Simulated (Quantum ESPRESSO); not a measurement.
Mo, 8 atoms in the cell. The cell holds a slab with vacuum, 8 atoms: a = 2.850 Å, b = 4.030 Å, c = 24.974 Å, α = 90.00°, β = 90.00°, γ = 90.00°. The slab is cut from a database's or a generator's crystal, which needn't be the stable form of the element.

- Program: Quantum ESPRESSO 7.5
- Task: work function
- Functional: PBE
- Potentials or basis: PseudoDojo 0.4.1 SR PBE standard
- Cutoff: 1088 eV
- Density cutoff: 4354 eV
- k mesh: 9 × 7 × 1
- Occupations: fermi-dirac, width 0.05 eV
- Spin: no spin polarisation
- Boundary across the vacuum: none
- Mixing mode: local-TF
- Mixing beta: 0.3
- Most SCF iterations: 150
- SCF threshold: 8e-09 Ry

Potentials or basis: PseudoDojo 0.4.1 SR PBE standard.

The run is started by

```console
$ OMP_NUM_THREADS=1 mpirun -n 2 pw.x -nk 2 -in pw.in > pw.out
$ OMP_NUM_THREADS=1 mpirun -n 1 pp.x -in pp_density.in > pp_density.out
$ OMP_NUM_THREADS=1 mpirun -n 1 pp.x -in pp_potential.in > pp_potential.out
$ OMP_NUM_THREADS=1 mpirun -n 1 pp.x -in pp_elf.in > pp_elf.out
```

Hardware: 2 MPI ranks on Arm Neoverse V1 (shared host).

**Question.** Estimate the wall time of this run.

**Answer.** Run time: 11 min on 2 MPI ranks on Arm Neoverse V1 (shared host), peak memory 1.3 GiB a rank. Counts: scf iterations 20, k pools 2, bands 72, k points 20, g dense 187237.
